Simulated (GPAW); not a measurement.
The Cu K edge of atom 3 in CuI (Cmcm), with 2 Cu at 2.46 Å, 2 I at 2.58 Å and 1 I at 2.59 Å (5-fold, site symmetry m2m), was computed in 2 ways: full core hole (charged cell) and no core hole. Program and functional: GPAW, LDA, Gaussian full width 1.55 eV up to 4 eV, rising linearly to 3.5 eV at 25 eV; cells of 4 and 8 atoms (the run without a hole in the smaller).

Each run is counted from its own lowest empty level or Fermi level and scaled to a mean of 1 over its first 20 eV.

```tsv
E (eV)	run 1	run 2
-2.0	0.00	0.00
-1.4	0.00	0.00
-0.8	0.00	0.00
-0.2	0.02	0.02
0.4	0.14	0.09
1.0	0.49	0.26
1.6	0.99	0.48
2.2	1.25	0.72
2.8	1.25	1.01
3.4	1.29	1.20
4.0	1.32	1.21
4.6	1.14	1.14
5.2	0.93	1.00
5.8	0.90	0.89
6.4	1.01	0.90
7.0	1.12	0.97
7.6	1.11	1.02
8.2	1.03	1.05
8.8	1.00	1.10
9.4	1.06	1.21
10.0	1.14	1.34
10.6	1.16	1.38
11.2	1.10	1.23
11.8	1.01	0.99
12.4	0.96	0.84
13.0	0.95	0.85
13.6	0.97	0.99
14.2	0.98	1.17
14.8	0.99	1.30
15.4	1.00	1.36
16.0	1.02	1.35
16.6	1.02	1.26
17.2	1.02	1.12
17.8	0.99	0.99
18.4	0.94	0.89
19.0	0.88	0.84
19.6	0.84	0.86
20.2	0.83	0.93
20.8	0.88	1.05
21.4	0.96	1.18
22.0	1.04	1.28
22.6	1.08	1.31
23.2	1.06	1.26
23.8	0.98	1.15
24.4	0.89	1.02
25.0	0.81	0.90
25.6	0.75	0.82
26.2	0.74	0.80
26.8	0.77	0.82
27.4	0.82	0.88
28.0	0.89	0.96
28.6	0.96	1.04
29.2	1.00	1.10
29.8	1.02	1.13
30.4	0.99	1.12
31.0	0.95	1.08
31.6	0.89	1.04
```

Which run is which?

Run 1: full core hole (charged cell) (area from −2 to 6 eV 5.8, main maxima 3.8 eV (1.33), 7.2 eV (1.13), 10.4 eV (1.16) and 22.6 eV (1.08)). Run 2: no core hole (area from −2 to 6 eV 4.7, main maxima 3.8 eV (1.22), 10.4 eV (1.39), 15.6 eV (1.37) and 22.6 eV (1.31)). With each curve scaled to its own mean, the area from −2 to 6 eV with the hole is 5.8 against 4.7, and the centre of weight from −1 to 20 eV moves by -0.7 eV: the hole pulls the absorber's empty states down.

[Banner, clock and machine lines of the logs are left out without a mark of their own.]

[Logs are printed without paths, hosts, clocks, repeated set-up lines and the standing remarks that a program may print on its own settings, such as how far it seeks lower states.]

[Hosts, paths, dates, database ids (printed as entryN), source tags and the programs' standing remarks are cut or masked in the printed files.]

[Lists of maxima count a maximum above −3 eV only where it reaches 4 % of the highest in the window and stands out from its surroundings by 2 % of it (1.5 % where it reaches 55 %); shoulders and weaker maxima are passed over, and of the rest the first, up to two pre-edge ones and the few strongest are named.]
